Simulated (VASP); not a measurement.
Here is a VASP 6.6.1 calculation.

The input INCAR:

```
SYSTEM = Ca
PREC     = Accurate       ! precision mode
ENCUT    = 520            ! plane-wave cutoff, eV
EDIFF    = 1E-7           ! SCF threshold, eV
ISMEAR   = 0              ! smearing method
SIGMA    = 0.1            ! smearing width, eV
LREAL    = .FALSE.        ! projectors in reciprocal space
LASPH    = .TRUE.         ! aspherical terms in the spheres
NELM     = 80             ! most SCF steps
ALGO     = Fast           ! electronic algorithm
ISIF     = 2              ! what is computed and relaxed
LWAVE    = .FALSE.        ! write WAVECAR
LCHARG   = .FALSE.        ! write CHGCAR
GGA      = PS             ! functional
NBANDS   = 17             ! bands
```

File KPOINTS:

```
Automatic mesh
0
G
  10 10 10
  0 0 0
```

Contents of POSCAR:

```
Ca
1.0
    4.0678692399      0.0000000000      0.0000000000
    0.0000000000      4.0678692399      0.0000000000
    0.0000000000      0.0000000000      4.9545841683
Ca
2
Direct
    0.0000000000      0.0000000000      0.5000000000
    0.5000000000      0.5000000000      0.0000000000
```

Potentials or basis: VASP PAW PBE potentials, release 64 (Ca_sv).

Run with:

```sh
$ cat potpaw_PBE.64/Ca_sv/POTCAR > POTCAR
$ mpirun -np 1 vasp_std > vasp.out
```

Q: Estimate the band gap on the k mesh.

A: None (metal or under the smearing width).

Q: Predict the pressure.

A: -0.2 GPa.

Stress tensor (GPa, compression positive):
```
-0.32  0.00  0.00
 0.00 -0.32  0.00
 0.00  0.00  0.04
```

Caveat: the PAW data sets were made with another functional, which shifts forces and pressure a little.
